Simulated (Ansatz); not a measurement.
Crystal: BAs.

```
CELL_PARAMETERS angstrom
0.00000 2.38850 2.38850
2.38850 0.00000 2.38850
2.38850 2.38850 0.00000
ATOMIC_POSITIONS crystal
As 0.75000 0.75000 0.75000
B 0.00000 0.00000 0.00000
```

Program: Ansatz 0.2.0. Alike in all runs: potentials or basis Ansatz PAW; cell as given.

Task: Order these runs on this cell by their band gap on the k mesh, lowest first.
A. level revPBE+D3(BJ); spin SOC, no magnetisation; k mesh 10 × 10 × 10; cutoff (eV) 420; smearing gaussian 0.025 eV
B. level r2SCAN; spin SOC, no magnetisation; k mesh 10 × 10 × 10; cutoff (eV) 699; smearing fixed; other keys basis.ecutwfc = 51.4 Ry
C. level PBE-EpsX; spin off; k mesh 6 × 6 × 6; cutoff (eV) 420; smearing fermi-dirac 0.05 eV; points for each segment of the path 4

Result: A (1.14 eV), B (1.30 eV), C (1.81 eV).

Caveats: the k mesh misses the band edges, so the gap on the mesh is wider than the one along the path (some runs).

Runs at the PBE level aren't shown here.
